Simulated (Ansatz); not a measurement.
Crystal: Al.

```
CELL_PARAMETERS angstrom
2.81246 0.00000 0.00000
-1.40623 2.43566 0.00000
0.00000 0.00000 4.86685
ATOMIC_POSITIONS crystal
Al 0.33333 0.66667 0.25000
Al 0.66667 0.33333 0.75000
```

This isn't the form of Al at room conditions, which is fcc.

| Quantity | Value |
| --- | --- |
| Program | Ansatz 0.2.0 |
| Task | single point |
| Functional | PBE |
| Potentials or basis | Ansatz PAW |
| Cutoff | 420 eV (not typed: the program's choice for these potentials) |
| k mesh | 11 × 11 × 6 |
| Occupations | fermi-dirac, width 0.05 eV |
| Spin | no spin polarisation |

On this cell: pressure 0.2 GPa; largest force under 0.003 eV/Å; band gap on the k mesh none (metal or under the smearing width).

The same run follows on a disturbed copy (atoms moved at random, drawn with an rms of 0.05 Å):

```
Al
1.0
     2.81246    0.00000    0.00000
    -1.40623    2.43566    0.00000
     0.00000    0.00000    4.86685
Al
2
Direct
  0.31442 0.64697 0.24540
  0.66979 0.33912 0.75318
```

Question: What does the disturbed cell give?

Answer: The energy (extrapolated to zero smearing) moves by +2.1 meV/atom; pressure 0.3 GPa; largest force 0.137 eV/Å; band gap on the k mesh none (metal or under the smearing width).

Forces in eV/Å, atoms in the order of the input:
```
Al   0.024  0.046  0.126
Al  -0.024 -0.046 -0.126
```

Stress tensor (GPa, compression positive):
```
 1.81  0.02  0.03
 0.02  1.72  0.06
 0.03  0.06 -2.78
```
